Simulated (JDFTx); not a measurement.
Crystal: Pb.

```
Pb
1.0
     0.00000    2.47502    2.47502
     2.47502    0.00000    2.47502
     2.47502    2.47502    0.00000
Pb
1
Direct
  0.00000 0.00000 0.00000
```

```yaml
Program: JDFTx 1.7.0 (patched build)
Task: relaxation of cell and atoms
Functional: PBE
Potentials_or_basis: PseudoDojo-SR-PBE-0.4.1-standard with smoothed tails
Cutoff: 762 eV
Density_cutoff: 3048 eV
k_mesh: 9 × 9 × 9
Occupations: fermi-dirac, width 0.05 eV
Spin: no spin polarisation
```

At the start: pressure 2.3 GPa; volume 30.32 Å³/atom.

Q: Where does the relaxation end?

A: Over 6 steps the energy falls by 10.4 meV/atom and the volume is 31.87 Å³/atom (+5.1 %); space group Fm-3m (No. 225, to 0.05 Å).

The path:
```tsv
step	energy change (eV)	largest force (eV/Å)	pressure (GPa)	volume (Å³)
1	0.0000	0.0000	2.26	30.32
2	-0.0036	0.0000	1.78	30.61
3	-0.0103	0.0000	0.16	31.74
4	-0.0104	0.0000	0.02	31.86
5	-0.0104	0.0000	0.00	31.87
6	-0.0104	0.0000	0.00	31.87
```

Final structure:
```
Pb
1.0
     0.00000    2.51642    2.51642
     2.51642    0.00000    2.51642
     2.51642    2.51642    0.00000
Pb
1
Direct
  0.00000 0.00000 0.00000
```

The cell as given is a measured one (30.32 Å³/atom); PBE puts the equilibrium volume +5.1 % from it, thermal expansion not counted.
